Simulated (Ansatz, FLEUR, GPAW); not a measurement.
## CaO: programs and potentials compared

```xyz
2
Lattice="0.0000 2.4036 2.4036 2.4036 0.0000 2.4036 2.4036 2.4036 0.0000" Properties=species:S:1:pos:R:3 pbc="T T T"
Ca    0.0000    0.0000    0.0000
O     2.4036    2.4036    2.4036
```

The cell is a database's computed one, not the measured one.

Alike in all runs: task band structure; functional RPBE; k mesh 10 × 10 × 10; occupations fermi-dirac, width 0.05 eV; no spin polarisation; no spin-orbit coupling. Pressure is positive in compression and, in plane waves, holds the error of the finite cutoff, which Ansatz's Pulay term estimates and takes out. Gaps are the smaller of the mesh's and the band path's.

| program and potentials | plane-wave cutoff (eV) | notes | band gap (eV) | pressure (GPa) |
| --- | --- | --- | --- | --- |
| Ansatz, Ansatz PAW | 420 | potentials made for PBE, which Ansatz adapts in part; Pulay term of +0.35 GPa included | 3.76 | 5.39 |
| Ansatz, all-electron LAPW, scalar-relativistic | - | - | ? | ? |
| FLEUR, all-electron, FLAPW | - | - | 3.93 | - |
| GPAW, the program's PAW data sets (release 1.2.1) made for this functional | 800 | - | 3.80 | 5.90 |

Q: Estimate from the other rows what the run with Ansatz, all-electron LAPW, scalar-relativistic gave.

A: Band gap 3.76 eV; pressure 5.37 GPa. The other rows, which needn't bracket it: band gap 3.76 to 3.93; pressure 5.39 to 5.90.
